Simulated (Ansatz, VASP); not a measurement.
## InP: VASP beside Ansatz

File INCAR:

```
ALGO = Normal ; EDIFF = 1E-6
ENCUT = 520 ; GGA = PE
ISIF = 2 ; ISMEAR = 0
LASPH = T ; LCHARG = T
LELF = T ; LREAL = F
LVHAR = T ; LWAVE = F
NBANDS = 16 ; NELM = 80
PREC = Accurate ; SIGMA = 0.01
```

Contents of KPOINTS:

```
k-points
0
Gamma
  4 4 4
```

File POSCAR:

```
InP
1.0
    4.1443530000      0.0000000000      0.0000000000
    2.0721765000      3.5891149803      0.0000000000
    2.0721765000      1.1963716601      3.3838500547
In P
1 1
Direct
    0.0000000000      0.0000000000      0.0000000000
    0.2500000000      0.2500000000      0.2500000000
```

Input for Ansatz:

```yaml
crystal:
  lattice:
    a: 4.144353
    b: 4.144353
    c: 4.144353
    alpha: 60.0
    beta: 60.0
    gamma: 60.0
  atoms:
    - { symbol: In, position: [0.0, 0.0, 0.0] }
    - { symbol: P, position: [0.25, 0.25, 0.25] }
kpoints:
  mp_grid:
    grid: [4, 4, 4]
hamiltonian:
  xc: pbe
scf:
  occupations:
    method: fixed
output:
  eigenvalues: true
```

Alike in both runs: task single point; functional PBE; k mesh 4 × 4 × 4; no spin polarisation.

|  | VASP | Ansatz |
| --- | --- | --- |
| version | VASP 6.6.1 | Ansatz 0.2.0 |
| potentials or method | VASP PAW PBE potentials, release 64 (In_d, P) | plane waves, PAW |
| plane-wave cutoff (eV) | 520 | 420 |
| occupations | gaussian, width 0.01 eV | fixed |
| valence electrons in the cell | 18 | 18 |

```csv
,VASP,Ansatz,Ansatz less VASP
gap on the k mesh at the Fermi level (eV),0.70,0.70,+0.003
```

Caveats: the k mesh is coarse (spacing up to 0.46 Å⁻¹), so the values aren't converged; spin-orbit coupling is left out, which moves the levels of the heavy elements. PBE gaps usually lie below the measured ones, often by a third to a half.
